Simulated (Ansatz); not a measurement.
**MoS2 (R3m) from LDA to hybrids**

All numbers come from the PAW code Ansatz. Non-magnetic throughout; all numbers are computed.

MoS2 (started from an entry of an open crystallographic database), relaxed with r2SCAN+rVV10. Space group R3m (No. 160), trigonal; a = 3.175 Å, c = 18.582 Å in the conventional setting, 18.03 Å³ an atom. Around Mo lie 6 S at 2.40 Å; around S lie 3 Mo at 2.40 Å.

```cif
data_structure
_symmetry_space_group_name_H-M 'R3m:H'
_symmetry_Int_Tables_number 160
_cell_length_a 3.1752
_cell_length_b 3.1752
_cell_length_c 18.5818
_cell_angle_alpha 90.000
_cell_angle_beta 90.000
_cell_angle_gamma 120.000
_cell_volume 162.24
loop_
_atom_site_label
_atom_site_type_symbol
_atom_site_symmetry_multiplicity
_atom_site_Wyckoff_symbol
_atom_site_fract_x
_atom_site_fract_y
_atom_site_fract_z
_atom_site_occupancy
Mo1 Mo 3 a 0.66667 0.33333 0.33324 1
S1 S 3 a 0.66667 0.33333 0.08354 1
S2 S 3 a 0.33333 0.66667 0.24955 1
```

Relaxed lattice by functional, symmetry kept:

| functional | k mesh | a (Å) | c (Å) | volume (Å³/atom) |
| --- | --- | --- | --- | --- |
| PBE-D3(BJ) | 8×8×8 | 3.153 | 17.987 | 17.21 |
| r2SCAN+rVV10 | 8×8×8 | 3.175 | 18.582 | 18.03 |
| PBE-D4 | 8×8×8 | 3.157 | 18.112 | 17.37 |

Band edges at fixed r2SCAN+rVV10 geometry:
```json
{"level": "LDA", "k mesh": "10×10×10", "gap (eV)": "0.86", "kind": "indirect", "edges": "T → Γ–S₀ (0.53)", "least direct gap (eV)": "1.69", "rough cost": "16 core-seconds"}
{"level": "PBE", "k mesh": "10×10×10", "gap (eV)": "0.95", "kind": "indirect", "edges": "T → Γ–S₀ (0.50)", "least direct gap (eV)": "1.69", "rough cost": "18 core-seconds"}
{"level": "PBE+SOC", "k mesh": "10×10×10", "gap (eV)": "0.91", "kind": "indirect", "edges": "T → Γ–S₀ (0.53)", "least direct gap (eV)": "1.61", "rough cost": "100 core-seconds"}
{"level": "r2SCAN", "k mesh": "10×10×10", "gap (eV)": "1.03", "kind": "indirect", "edges": "T → H₀–L (0.10)", "least direct gap (eV)": "1.80", "rough cost": "30 core-seconds"}
{"level": "HSE06", "k mesh": "6×6×6", "gap (eV)": "1.43", "kind": "indirect", "edges": "T → H₀–L (0.08)", "least direct gap (eV)": "2.15", "rough cost": "5 core-minutes"}
{"level": "DDH-PBE0", "k mesh": "6×6×6", "gap (eV)": "1.32", "kind": "indirect", "edges": "T → H₀–L (0.08)", "least direct gap (eV)": "2.06", "rough cost": "6 core-minutes"}
{"level": "PBE0", "k mesh": "6×6×6", "gap (eV)": "2.08", "kind": "indirect", "edges": "T → H₀–L (0.08)", "least direct gap (eV)": "2.81", "rough cost": "5 core-minutes"}
{"level": "G0W0@PBE (161 empty bands, 120 eV, 6×6×6)", "k mesh": "6×6×6", "gap (eV)": "1.28", "kind": "–", "edges": "T → Γ–S₀ (0.49) (mesh)", "least direct gap (eV)": "–", "rough cost": "24 core-minutes"}
```
PBE, PBE+SOC: smearing of 0.02 eV; the others have fixed occupations.
Wave cutoffs: 420 eV, 500 eV (r2SCAN).
Points off the special ones are mesh points or PBE's searched band edges, reused at the other levels.
The G0W0 gap is PBE's gap over the path plus the quasiparticle shift read on the mesh. The G0W0 figures hold for the stated bands, cutoff and mesh and aren't extrapolated.
Costs come from shared machines and give only the order; PBE's includes the band path. The runs had 2 threads of Arm Neoverse V1, with other jobs on the host.

HSE06 gives an indirect gap of 1.43 eV, from T to H₀–L (0.08 of the way from H₀); the least direct gap is 2.15 eV at H₀–L (0.08 of the way from H₀). Spin-orbit coupling changes the PBE gap by -0.04 eV, to 0.91 eV.

Set against the finite-basis gap of 1.28 eV from G0W0@PBE (161 empty bands, 120 eV, 6×6×6), the closest functional is DDH-PBE0, which differs by +0.04 eV, at about 12 times r2SCAN's cost; G0W0 itself took about 50 times r2SCAN's cost. The others: HSE06 +0.15, r2SCAN -0.25, PBE -0.33, LDA -0.42, PBE0 +0.80 eV. The yardstick's own error is a tenth of an eV or more. r2SCAN covers 18 % of the step from PBE to HSE06, while HSE06 needs about 10 times r2SCAN's cost (on a coarser mesh). For gaps to 0.1 eV, spin-orbit coupling (up to 0.08 eV here) is at the margin. All these functionals give a gap of the same kind, indirect.

r2SCAN (ground state on 8×8×8): The clamped-ion dielectric constant comes out as 14.83 along x and y, 5.92 along z. Born charges, averaged over directions: Mo -0.74, S +0.35 to +0.39 e. PBE (ground state on 8×8×8): ε∞: 15.30 along x and y, 6.25 along z. Born charges, averaged over directions: Mo -0.87, S +0.42 to +0.45 e.

Only the levels marked +SOC include spin-orbit coupling.
